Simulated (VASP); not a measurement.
**BaO in VASP 6.6.1, single-point calculation**

INCAR

```
PREC = Accurate
NELM = 58
GGA = PE
LASPH = .TRUE.
ISMEAR = -5
LWAVE = .FALSE.
LREAL = .FALSE.
EDIFF = 1E-7
ENCUT = 520
ISIF = 2
LCHARG = .FALSE.
NSW = 0
SIGMA = 0.02
NBANDS = 15
IBRION = -1
```

KPOINTS

```
KPOINTS created by Atomic Simulation Environment
0
Gamma
1 1 2
0 0 0
```

POSCAR

```
Ba O
 1.0000000000000000
     0.0000000000000000    2.7478267818000002    2.7902908235999999
     2.7478267818000002    0.0000000000000000    2.7902908235999999
     2.7478267818000002    2.7478267818000002    0.0000000000000000
 Ba  O
   1   1
Cartesian
  0.0000000000000000  0.0000000000000000  0.0000000000000000
  2.7478267818000002  2.7478267818000002  2.7902908235999999
```

The recommended PBE PAW datasets give the neutral cell 16 valence electrons.

Command

```
mpirun -np 1 vasp_std
```

Standard output (part)

```
POSCAR found type information on POSCAR BaO
 POSCAR found :  2 types and       2 ions
 LDA part: xc-table for (Slater+PW92), standard interpolation
|     Your reciprocal lattice and k-lattice belong to different lattice       |
|     classes:                                                                |
|        The reciprocal lattice is body-centered tetragonal,                  |
|        whereas your k-lattice is base-centered monoclinic.                  |
|     Results are often still useful ...                                      |
|     EEEEEEE  RRRRRR   RRRRRR   OOOOOOO  RRRRRR      ###     ###     ###     |
|     E        R     R  R     R  O     O  R     R     ###     ###     ###     |
|     E        R     R  R     R  O     O  R     R     ###     ###     ###     |
|     EEEEE    RRRRRR   RRRRRR   O     O  RRRRRR       #       #       #      |
|     E        R    R   R    R   O     O  R    R      ###     ###     ###     |
|     EEEEEEE  R     R  R     R  OOOOOOO  R     R     ###     ###     ###     |
|     IBZKPT: tetrahedron method fails for NKPT<4. NKPT = 2                   |
|       ---->  I REFUSE TO CONTINUE WITH THIS SICK JOB ... BYE!!! <----       |
```

VASP stopped before the first electronic step.

The fault: tetrahedra on too few k points.

The run took about 0.9 s on one core of a shared host (Intel Xeon Platinum 8488C).
